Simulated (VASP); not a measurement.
Crystal: Te.

```xyz
1
Lattice="2.3059 1.3313 1.6910 -2.3059 1.3313 1.6910 0.0000 -2.6626 1.6910" Properties=species:S:1:pos:R:3 pbc="T T T"
Te    0.0000    0.0000    2.5364
```

This isn't the form of Te at room conditions, which is trigonal, of chains.

```yaml
Program: VASP 6.6.1
Task: relaxation of cell and atoms
Functional: PBE
Dispersion: MBD
Potentials_or_basis: VASP PAW PBE potentials, release 64 (Te)
Cutoff: 600 eV
k_mesh: 9 × 9 × 9
Occupations: fermi-dirac, width 0.05 eV
Spin: no spin polarisation
```

At the start: pressure 1.4 GPa; volume 31.15 Å³/atom.

Question: How do energy, volume and symmetry change on relaxing?

Answer: Over 12 steps the energy falls by 5.0 meV/atom and the volume is 32.10 Å³/atom (+3.1 %); space group R-3m (No. 166, to 0.05 Å).

The path:
```csv
step,energy change (eV),largest force (eV/Å),pressure (GPa),volume (Å³)
1,0.0000,0.0000,1.35,31.15
2,-0.0026,0.0000,-0.71,32.35
3,-0.0035,0.0000,-0.09,31.96
4,-0.0035,0.0000,0.00,31.91
5,-0.0036,0.0000,-0.01,31.92
6,-0.0040,0.0000,-0.02,31.98
7,-0.0047,0.0000,-0.06,32.07
8,-0.0049,0.0000,-0.19,32.24
9,-0.0050,0.0000,-0.13,32.18
10,-0.0041,0.0000,0.62,31.75
11,-0.0051,0.0000,-0.05,32.13
12,-0.0050,0.0000,0.00,32.10
```

Final structure:
```
Te
1.0
     2.28699    1.32040    1.77164
    -2.28699    1.32040    1.77164
     0.00000   -2.64079    1.77164
Te
1
Direct
  0.50000 0.50000 0.50000
```
